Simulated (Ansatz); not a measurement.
**Straining Fe**

Theory: Ansatz 0.2.0, DFT PBE, scalar-relativistic, plane waves, PAW. Settings: 420 eV cutoff, 14×14×14 k-mesh, Gaussian smearing of 0.10 eV, collinear spin.

Starting point, cell and atoms relaxed:

```
Fe
1.0
     2.83169    0.00000    0.00000
     0.00000    2.83169    0.00000
     0.00000    0.00000    2.83169
Fe
2
Direct
  0.00000 0.00000 0.00000
  0.50000 0.50000 0.50000
```

Deformation: shear that moves c along a by the strain times its height over the a-b plane, the cell held and the atoms relaxed, all within the symmetry that the strain leaves. Energies are extrapolated to zero smearing. Stress is positive in compression, on the Cartesian axes of the cell above.

```csv
strain (%),ΔE (meV/atom),a (Å),b (Å),c (Å),σxx (GPa),σyy (GPa),σzz (GPa),σyz (GPa),σxz (GPa),σxy (GPa),moment (μB/cell)
-4.5,7.9,2.832,2.832,2.835,0.23,0.57,0.54,0.00,4.97,0.00,4.36
-3.0,3.5,2.832,2.832,2.833,0.08,0.21,0.21,0.00,3.30,0.00,4.35
-1.5,0.9,2.832,2.832,2.832,-0.03,-0.02,0.00,0.00,1.64,0.00,4.34
+0.0,0.0,2.832,2.832,2.832,-0.08,-0.08,-0.08,0.00,0.00,0.00,4.34
+1.5,0.9,2.832,2.832,2.832,-0.03,-0.02,0.00,0.00,-1.64,0.00,4.34
+3.0,3.5,2.832,2.832,2.833,0.08,0.21,0.21,0.00,-3.30,0.00,4.35
+4.5,7.9,2.832,2.832,2.835,0.23,0.57,0.54,0.00,-4.97,0.00,4.36
```